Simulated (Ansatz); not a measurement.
Crystal: CuO.

```
CELL_PARAMETERS angstrom
1.99097 -2.15355 0.00000
1.99097 2.15355 0.00000
0.00000 0.00000 5.15593
ATOMIC_POSITIONS crystal
Cu 0.50000 0.00000 0.00000
Cu 0.00000 0.50000 0.50000
O 0.50000 0.50000 0.25000
O 0.50000 0.50000 0.75000
```

Measurements of this composition are mostly on another form, of space group No. 15.

Base run:

| Quantity | Value |
| --- | --- |
| Program | Ansatz 0.2.0 |
| Functional | PBE |
| Potentials or basis | Ansatz PAW |
| Cutoff | 420 eV (not typed: the program's choice for these potentials) |
| k mesh | 9 × 9 × 5 |
| Occupations | fermi-dirac, width 0.05 eV |
| Spin | no spin polarisation |

Its results: band gap on the k mesh none (metal or under the smearing width); pressure 1.4 GPa.

Q: The run is repeated on the same cell with these changes: hubbard terms from none to Cu d U = 3 eV; hubbard projectors from none to ortho-atomic (the default). What comes out?

A: Band gap on the k mesh none (metal or under the smearing width); pressure 2.9 GPa.

Caveats: the run has no spin polarisation, though such a crystal can be magnetic; semilocal functionals often make such compounds metallic where correlation or magnetic order opens a gap, which also shifts bond lengths (some runs); U without spin polarisation on a metal has little footing (some runs).
